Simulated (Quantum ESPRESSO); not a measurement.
**ZrC in Quantum ESPRESSO: the effect of target pressure**

The system is ZrC.

```
Zr C
1.0
     0.00000    2.36500    2.36500
     2.36500    0.00000    2.36500
     2.36500    2.36500    0.00000
Zr C
1 1
Direct
  0.50000 0.50000 0.50000
  0.00000 0.00000 0.00000
```

Alike in all runs:

| Item | Value |
| --- | --- |
| Program | Quantum ESPRESSO 7.5 |
| Task | phonons |
| Functional | LDA |
| Potentials or basis | GBRV 1.5 LDA |
| Cutoff | 612 eV |
| Density cutoff | 4898 eV |
| k mesh | 10 × 10 × 10 |
| Occupations | cold, width 0.2 eV |
| Spin | no spin polarisation |

Each run relaxes the cell or the atoms first.

| target pressure | relaxed volume (Å³/atom) | highest phonon frequency (cm⁻¹) |
| --- | --- | --- |
| 0 GPa | 12.50 | 459 |
| 5 GPa | 12.26 | 478 |
| 10 GPa | 12.04 | 495 |
| 20 GPa | 11.65 | 525 |
| 40 GPa | ? | ? |

What does the run with target pressure 40 GPa give?

Relaxed volume 11.02 Å³/atom; highest phonon frequency 572 cm⁻¹.

Worked out: In Murnaghan's law V^(-B') rises as a straight line in P. The other rows fit best with B' = 3.7, V0 = 12.50 Å³/atom and B0 = 249 GPa, which gives 11.02 Å³/atom at 40 GPa, against the run's 11.02. A parabola through the other rows of the highest phonon frequency, of slope 1.44 cm⁻¹ per GPa there, extrapolates to 566 cm⁻¹, against the run's 572.

Caveats: the cell is more than 3 GPa from zero pressure, which shifts response properties (some runs); the volume moved by over 15 % at a fixed basis, so the end points are rough (some runs).

Runs at the PBE level aren't shown here.
